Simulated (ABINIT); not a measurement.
# GaN (P6_3mc) in ABINIT: notebook

Runs on GaN. Level: LDA. Tasks: relaxation of cell and atoms, single point.

Everything below comes from runs of ABINIT 10.8.3 (patched build). Logs are shortened: lines on timing, memory, paths and dates and some standing lists are left out, and cuts for length are marked. The log counts tension as positive stress, the text compression.

**Experimental background.**

“Studying electronic properties in GaN without electrical contacts using γ-γ vs e−-γ Perturbed Angular Correlations”, 2019, pmc:6823545 quotes, for a bulk crystal of GaN: band gap 3.503 ± 0.005 eV (direct).

The results are compared with them further down.

## Step 1: The structure

The structure is hexagonal, space group P6_3mc (No. 186). The conventional cell has a = 3.180 Å, b = 3.180 Å, c = 5.166 Å, α = 90.00°, β = 90.00°, γ = 120.00°. Ga (site symmetry 3m) has 4 N at 1.94 to 1.95 Å as nearest neighbours. N (site symmetry 3m) is surrounded by 4 Ga at 1.94 to 1.95 Å.

## Step 2: Relaxation of cell and atoms, LDA

File run.abi:

```
pp_dirpath "./"
pseudos "Ga.upf, N.upf"

acell 3*1.0 Angstrom
rprim
     3.1800000000     0.0000000000     0.0000000000
    -1.5900000000     2.7539607840     0.0000000000
     0.0000000000     0.0000000000     5.1660000000
ntypat 2
znucl 31 7
natom 4
typat 1 1 2 2
chkprim 0
chksymtnons 0
tolsym 1.0e-6
xred
            2/3            1/3            1/2
            1/3            2/3            0.0
            2/3            1/3            7/8
            1/3            2/3            3/8

ecut 36.0
ecutsm 0.5

kptopt 1
ngkpt 8 8 4
nshiftk 1
shiftk 0.0 0.0 0.0

ixc 7

nband 22
occopt 3
tsmear 0.00183747

nstep 80
tolvrs 1.0e-12

iomode 3
prteig 0
prtebands 0
prtwf 0
prtden 0

ionmov 22
optcell 2
ntime 50
tolmxf 2.0e-5
dilatmx 1.08
```

Potentials or basis: PseudoDojo NC SR LDA v0.4.1 standard.

Launch:

```sh
$ abinit run.abi > log 2>&1
```

run.abo:

```text
.Version 10.8.3 of ABINIT
 Symmetries : space group P6_3 m c (#186); Bravais hP (primitive hexag.)
================================================================================
 Values of the parameters that define the memory need of the present run
     intxc =       0    ionmov =      22      iscf =       7    lmnmax =       6
     lnmax =       6     mgfft =      60  mpssoang =       3    mqgrid =    3001
     natom =       4  nloc_mem =       1    nspden =       1   nspinor =       1
    nsppol =       1      nsym =      12    n1xccc =    2501    ntypat =       2
    occopt =       3   xclevel =       1
       mpw =        3988          nfft =       77760          nkpt =          30
================================================================================
================================================================================

--------------------------------------------------------------------------------
------------- Echo of variables that govern the present computation ------------
--------------------------------------------------------------------------------
 -outvars: echo values of preprocessed input variables --------
            acell      1.8897261259E+00  1.8897261259E+00  1.8897261259E+00 Bohr
              amu      6.97230000E+01  1.40067400E+01
          chkprim           0
      chksymtnons           0
          dilatmx      1.08000000E+00
             ecut      3.60000000E+01 Hartree
           ecutsm      5.00000000E-01 Hartree
           ionmov          22
              ixc           7
         kptrlatt        8    0    0      0    8    0      0    0    4
          kptrlen      3.90493007E+01
            natom           4
            nband          22
            ngfft          36      36      60
             nkpt          30
            nstep          80
             nsym          12
            ntime          50
           ntypat           2
           occopt           3
          optcell           2
           prtden           0
        prtebands           0
           prteig           0
            prtwf           0
            rprim      3.1800000000E+00  0.0000000000E+00  0.0000000000E+00
                      -1.5900000000E+00  2.7539607840E+00  0.0000000000E+00
                       0.0000000000E+00  0.0000000000E+00  5.1660000000E+00
          spgroup         186
           tolmxf      2.00000000E-05
           tolsym      1.00000000E-06
           tolvrs      1.00000000E-12
           tsmear      1.83747000E-03 Hartree
            typat      1  1  2  2
           xangst      1.5900000000E+00  9.1798692800E-01  2.5830000000E+00
                       1.9492142795E-17  1.8359738560E+00  0.0000000000E+00
                       1.5900000000E+00  9.1798692800E-01  4.5202500000E+00
                       1.9492142795E-17  1.8359738560E+00  1.9372500000E+00
            xcart      3.0046645402E+00  1.7347438811E+00  4.8811625832E+00
                       3.6834811490E-17  3.4694877622E+00  0.0000000000E+00
                       3.0046645402E+00  1.7347438811E+00  8.5420345206E+00
                       3.6834811490E-17  3.4694877622E+00  3.6608719374E+00
             xred      6.6666666667E-01  3.3333333333E-01  5.0000000000E-01
                       3.3333333333E-01  6.6666666667E-01  0.0000000000E+00
                       6.6666666667E-01  3.3333333333E-01  8.7500000000E-01
                       3.3333333333E-01  6.6666666667E-01  3.7500000000E-01
            znucl       31.00000    7.00000

================================================================================

 chkinp: Checking input parameters for consistency.

================================================================================
== DATASET  1 ==================================================================

--- !DatasetInfo
iteration_state: {dtset: 1, }
dimensions: {natom: 4, nkpt: 30, mband: 22, nsppol: 1, nspinor: 1, nspden: 1, mpw: 3988, }
cutoff_energies: {ecut:  36.0, pawecutdg:  -1.0, }
electrons: {nelect:   3.60000000E+01, charge:   0.00000000E+00, occopt:   3.00000000E+00, tsmear:   1.83747000E-03, }
meta: {optdriver: 0, ionmov: 22, optcell: 2, iscf: 7, paral_kgb: 0, }
...

 Exchange-correlation functional for the present dataset will be:
  LDA: Perdew-Wang 92 LSD fit to Ceperley-Alder data - ixc=7
  J.P.Perdew and Y.Wang, PRB 45, 13244 (1992)

 Real(R)+Recip(G) space primitive vectors, cartesian coordinates (Bohr,Bohr^-1):
 R(1)=  6.0093291  0.0000000  0.0000000  G(1)=  0.1664079  0.0960757  0.0000000
 R(2)= -3.0046645  5.2042316  0.0000000  G(2)=  0.0000000  0.1921513  0.0000000
 R(3)=  0.0000000  0.0000000  9.7623252  G(3)=  0.0000000  0.0000000  0.1024346
 Unit cell volume ucvol=  3.0530638E+02 bohr^3
 Angles (23,13,12)=  9.00000000E+01  9.00000000E+01  1.20000000E+02 degrees

 getcut: wavevector=  0.0000  0.0000  0.0000  ngfft=  36  36  60
         ecut(hartree)=     41.990   => boxcut(ratio)=   2.05370

--- Pseudopotential description ------------------------------------------------
- pspini: atom type   1  psp file is ./Ga.upf
  31.00000  13.00000  180309                  znucl, zion, pspdat
12 -1012 2 -1 1858                            pspcod,pspxc,lmax,lloc,mmax
     nproj     2     2     2

- pspini: atom type   2  psp file is ./N.upf
   7.00000   5.00000  180309                  znucl, zion, pspdat
12 -1012 1 -1 1058                            pspcod,pspxc,lmax,lloc,mmax
     nproj     2     2     0

   2.15219551E+03                                ecore*ucvol(ha*bohr**3)
--------------------------------------------------------------------------------

================================================================================

=== [ionmov=22] Limited-memory Broyden-Fletcher-Goldfarb-Shanno method
================================================================================

--- Iteration: ( 1/50) Internal Cycle: (1/1)
--------------------------------------------------------------------------------

---SELF-CONSISTENT-FIELD CONVERGENCE--------------------------------------------

--- !BeginCycle
iteration_state: {dtset: 1, itime: 1, icycle: 1, }
solver: {iscf: 7, nstep: 80, nline: 4, wfoptalg: 0, }
tolerances: {tolvrs: 1.00E-12, }
...

     iter   Etot(hartree)      deltaE(h)  residm     vres2
 ETOT  1  -171.25331393773    -1.713E+02 5.642E-01 1.891E+03
 ETOT  2  -172.97488977823    -1.722E+00 1.802E-01 2.530E+03
 ETOT  3  -173.53327995848    -5.584E-01 5.909E-02 7.540E+01
 ETOT  4  -173.53495581444    -1.676E-03 2.767E-02 7.465E+01
 ETOT  5  -173.52733360328     7.622E-03 8.278E-03 7.386E+01
 ETOT  6  -173.53706790649    -9.734E-03 2.153E-02 3.925E+01
 ETOT  7  -173.54072143005    -3.654E-03 4.309E-03 2.578E+01
 ETOT  8  -173.54545677523    -4.735E-03 3.105E-03 8.737E+00
 ETOT  9  -173.54787848512    -2.422E-03 2.341E-03 5.647E-02
 ETOT 10  -173.54787095770     7.527E-06 2.948E-03 8.307E-02
 ETOT 11  -173.54789399855    -2.304E-05 2.347E-03 1.078E-03
 ETOT 12  -173.54789430700    -3.084E-07 1.682E-03 3.746E-07
 ETOT 13  -173.54789430725    -2.487E-10 9.948E-04 9.768E-09
 ETOT 14  -173.54789430726    -5.002E-12 5.809E-04 6.091E-09
 ETOT 15  -173.54789430726    -2.444E-12 3.262E-04 1.270E-10
 ETOT 16  -173.54789430726     2.984E-12 1.838E-04 1.231E-12
[... 739 lines left out ...]
 -2.15411617852351E-27  3.60019489244320E-43  1.47290692581182E-05
 -0.00000000000000E+00 -0.00000000000000E+00 -1.47290692581182E-05
 -0.00000000000000E+00 -0.00000000000000E+00 -1.47290692581182E-05
 Scale of Primitive Cell (acell) [bohr]
  5.95329234416334E+00  5.95329234410738E+00  9.70485246852780E+00
 Real space primitive translations (rprimd) [bohr]
  5.95329234416334E+00  0.00000000000000E+00  0.00000000000000E+00
 -2.97664617208167E+00  5.15570240613624E+00  0.00000000000000E+00
  0.00000000000000E+00  0.00000000000000E+00  9.70485246852780E+00
 Unitary Cell Volume (ucvol) [Bohr^3]=  2.97874954308670E+02
 Angles (23,13,12)= [degrees]
  9.00000000000000E+01  9.00000000000000E+01  1.20000000000311E+02
 Lengths [Bohr]
  5.95329234416334E+00  5.95329234410738E+00  9.70485246852780E+00
 Stress tensor in cartesian coordinates (strten) [Ha/bohr^3]
 -1.42765101129871E-07  0.00000000000000E+00  0.00000000000000E+00
  0.00000000000000E+00 -1.42764493147457E-07  0.00000000000000E+00
  0.00000000000000E+00  0.00000000000000E+00  1.99855738961668E-07
 Total energy (etotal) [Ha]= -1.73548562584950E+02

 Difference of energy with previous step (new-old):
           Absolute (Ha)=-3.28492E-09
           Relative     =-1.89280E-11

 At Broyd/MD step   7, gradients are converged :
  max grad (force/stress) = 1.9986E-05 < tolmxf= 2.0000E-05 ha/bohr (free atoms)

================================================================================

 ----iterations are completed or convergence reached----

 Mean square residual over all n,k,spin=   77.688E-16; max=  37.161E-13
 reduced coordinates (array xred) for    4 atoms
       0.666666666667      0.333333333333      0.499294241687
       0.333333333333      0.666666666667     -0.000705758313
       0.666666666667      0.333333333333      0.875705758313
       0.333333333333      0.666666666667      0.375705758313
 rms dE/dt=  8.5039E-06; max dE/dt=  1.4689E-05; dE/dt below (all hartree)
    1       0.000000000000      0.000000000000      0.000014688517
    2      -0.000000000000      0.000000000000      0.000014688517
    3       0.000000000000      0.000000000000     -0.000014769621
    4       0.000000000000      0.000000000000     -0.000014769621

 cartesian coordinates (angstrom) at end:
    1      1.57517331811865     0.90942673922472     2.56416889597041
    2      0.00000000000000     1.81885347844944    -0.00362448304789
    3      1.57517331811865     0.90942673922472     4.49726289632991
    4      0.00000000000000     1.81885347844944     1.92946951731161

 cartesian forces (hartree/bohr) at end:
    1     -0.00000000000000    -0.00000000000000    -0.00000151770151
    2      0.00000000000000     0.00000000000000    -0.00000151770151
    3     -0.00000000000000    -0.00000000000000     0.00000151770151
    4     -0.00000000000000    -0.00000000000000     0.00000151770151
 frms,max,avg= 8.7624538E-07 1.5177015E-06   0.000E+00  0.000E+00  4.179E-09 h/b

 cartesian forces (eV/Angstrom) at end:
    1     -0.00000000000000    -0.00000000000000    -0.00007804334957
    2      0.00000000000000     0.00000000000000    -0.00007804334957
    3     -0.00000000000000    -0.00000000000000     0.00007804334957
    4     -0.00000000000000    -0.00000000000000     0.00007804334957
 frms,max,avg= 4.5058349E-05 7.8043350E-05   0.000E+00  0.000E+00  2.149E-07 e/A
 length scales=  5.953292344163  5.953292344107  9.704852468528 bohr
              =  3.150346636237  3.150346636208  5.135586758037 angstroms
 Fermi (or HOMO) energy (hartree) =   0.23860   Average Vxc (hartree)=  -0.45556
 Eigenvalues (hartree) for nkpt=  30  k points:
 kpt#   1, nband= 22, wtk=  0.00391, kpt=  0.0000  0.0000  0.0000 (reduced coord)
  -0.39541   -0.36100   -0.30533   -0.30489   -0.30489   -0.30250   -0.30250   -0.29478
  -0.29478   -0.29084   -0.29084   -0.23898   -0.07291    0.15772    0.15772    0.19563
   0.19755    0.19755    0.27769    0.35981    0.53707    0.56334
      occupation numbers for kpt#   1
   2.00000    2.00000    2.00000    2.00000    2.00000    2.00000    2.00000    2.00000
   2.00000    2.00000    2.00000    2.00000    2.00000    2.00000    2.00000    2.00000
   2.00000    2.00000    0.00000    0.00000    0.00000    0.00000
 prteigrs : prtvol=0 or 1, do not print more k-points.

--- !EnergyTerms
iteration_state     : {dtset: 1, itime: 7, icycle: 1, }
comment             : Components of total free energy in Hartree
kinetic             :  1.40027500962699E+02
hartree             :  4.29723422390433E+01
xc                  : -4.73783723737675E+01
Ewald energy        : -1.17970396725042E+02
psp_core            :  7.22516436649400E+00
local_psp           : -1.19753247276020E+02
non_local_psp       : -7.86715537783568E+01
internal            : -1.73548562584950E+02
'-kT*entropy'       : -3.79978797378048E-13
total_energy        : -1.73548562584950E+02
total_energy_eV     : -4.72249696893388E+03
band_energy         : -6.27596079710035E+00
...

 rms coord change=  4.0747E-04   atom, delta coord (reduced):
     1        0.000000000000      0.000000000000     -0.000705758313
     2        0.000000000000      0.000000000000     -0.000705758313
     3        0.000000000000      0.000000000000      0.000705758313
     4        0.000000000000      0.000000000000      0.000705758313

 Cartesian components of stress tensor (hartree/bohr^3)
  sigma(1 1)= -1.42765101E-07  sigma(3 2)=  0.00000000E+00
  sigma(2 2)= -1.42764493E-07  sigma(3 1)=  0.00000000E+00
  sigma(3 3)=  1.99855739E-07  sigma(2 1)=  0.00000000E+00

-Cartesian components of stress tensor (GPa)         [Pressure=  8.4020E-04 GPa]
- sigma(1 1)= -4.20029429E-03  sigma(3 2)=  0.00000000E+00
- sigma(2 2)= -4.20027640E-03  sigma(3 1)=  0.00000000E+00
- sigma(3 3)=  5.87995884E-03  sigma(2 1)=  0.00000000E+00

== END DATASET(S) ==============================================================
================================================================================

 -outvars: echo values of variables after computation  --------
            acell      5.9532923442E+00  5.9532923441E+00  9.7048524685E+00 Bohr
           etotal     -1.7354856258E+02
            fcart     -3.6183611588E-28 -2.0890617891E-28 -1.5177015113E-06
                       3.6183611588E-28  2.0890617891E-28 -1.5177015113E-06
                      -0.0000000000E+00 -0.0000000000E+00  1.5177015113E-06
                      -0.0000000000E+00 -0.0000000000E+00  1.5177015113E-06
            rprim      1.0000000000E+00  0.0000000000E+00  0.0000000000E+00
                      -5.0000000000E-01  8.6602540378E-01  0.0000000000E+00
                       0.0000000000E+00  0.0000000000E+00  1.0000000000E+00
           strten     -1.4276510113E-07 -1.4276449315E-07  1.9985573896E-07
                       0.0000000000E+00  0.0000000000E+00  0.0000000000E+00
           xangst      1.5751733181E+00  9.0942673922E-01  2.5641688960E+00
                       2.0040840249E-17  1.8188534784E+00 -3.6244830479E-03
                       1.5751733181E+00  9.0942673922E-01  4.4972628963E+00
                       2.0040840249E-17  1.8188534784E+00  1.9294695173E+00
             xred      6.6666666667E-01  3.3333333333E-01  4.9929424169E-01
                       3.3333333333E-01  6.6666666667E-01 -7.0575831325E-04
                       6.6666666667E-01  3.3333333333E-01  8.7570575831E-01
                       3.3333333333E-01  6.6666666667E-01  3.7570575831E-01
 Calculation completed.
```

It took 8.1 min on 1 thread of Arm Neoverse V2, shared host; peak memory 0.11 GiB.

Results:

- Free energy: -4722.4970 eV
- Band gap on the k mesh: 2.18 eV, direct

Caveat: the cutoff is too short for stress, so the log's stress isn't used. A k mesh can miss the band edges.

[end of part 1 of 2]
